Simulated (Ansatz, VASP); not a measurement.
## Nb: VASP beside Ansatz

POSCAR

```
Nb
1.0
   -1.2810883364      1.6866838714      1.6866838714
    1.6866838714     -1.2810883364      1.6866838714
    1.6866838714      1.6866838714     -1.2810883364
Nb
1
Direct
    0.0000000000      0.0000000000      0.0000000000
```

Contents of INCAR.step1:

```
SYSTEM = Nb
PREC = Accurate
ENCUT = 520
ISMEAR = 0
SIGMA = 0.15
LREAL = .False.
LASPH = .True.
NELM = 100
NBANDS = 12
GGA = PE
ALGO = Normal
EDIFF = 1E-4
LWAVE = .True.
LCHARG = .False.
```

Contents of INCAR.step2:

```
SYSTEM = Nb
PREC = Accurate
ENCUT = 520
EDIFF = 1E-7
ISMEAR = 0
SIGMA = 0.15
LREAL = .False.
LASPH = .True.
NELM = 100
ALGO = Normal
ISIF = 2
LWAVE = .False.
LCHARG = .False.
METAGGA = R2SCAN
LMIXTAU = .True.
NBANDS = 12
ISTART = 1
```

The input KPOINTS:

```
regular mesh
0
Gamma
  22 22 22
  0 0 0
```

Input for Ansatz:

```yaml
crystal:
  lattice:
    - [-1.2810883364, 1.6866838714, 1.6866838714]
    - [1.6866838714, -1.2810883364, 1.6866838714]
    - [1.6866838714, 1.6866838714, -1.2810883364]
  atoms:
    - { symbol: Nb, position: [0.0, 0.0, 0.0] }
basis:
  ecutwfc: 500
kpoints:
  mp_grid: { grid: [22, 22, 22] }
hamiltonian:
  xc: r2scan
scf:
  occupations: { method: gaussian, width: 0.15 }
output:
  forces: true
  stress: true
  eigenvalues: true
```

Alike in both runs: task single point; functional r2SCAN; k mesh 22 × 22 × 22; occupations gaussian, width 0.15 eV; no spin polarisation.

|  | VASP | Ansatz |
| --- | --- | --- |
| version | VASP 6.6.1 | Ansatz 0.2.0 |
| potentials or method | VASP PAW PBE potentials, release 64 (Nb_sv) | scalar-relativistic, plane waves, PAW |
| plane-wave cutoff (eV) | 520 | 500 |
| valence electrons in the cell | 13 | 13 |

VASP gave:

- gap on the k mesh at the Fermi level (eV): none
- pressure (GPa): 2.9
- largest component of the traceless stress (GPa): 11.23

**Question.** What did Ansatz give for the same quantities?

**Answer.** gap on the k mesh at the Fermi level (eV): none; pressure (GPa): 3.0; largest component of the traceless stress (GPa): 11.22.

A gap of «none» marks a metal or a gap that the smearing closes.

Caveats: the PAW data sets were made with another functional, which shifts forces and pressure a little (VASP).
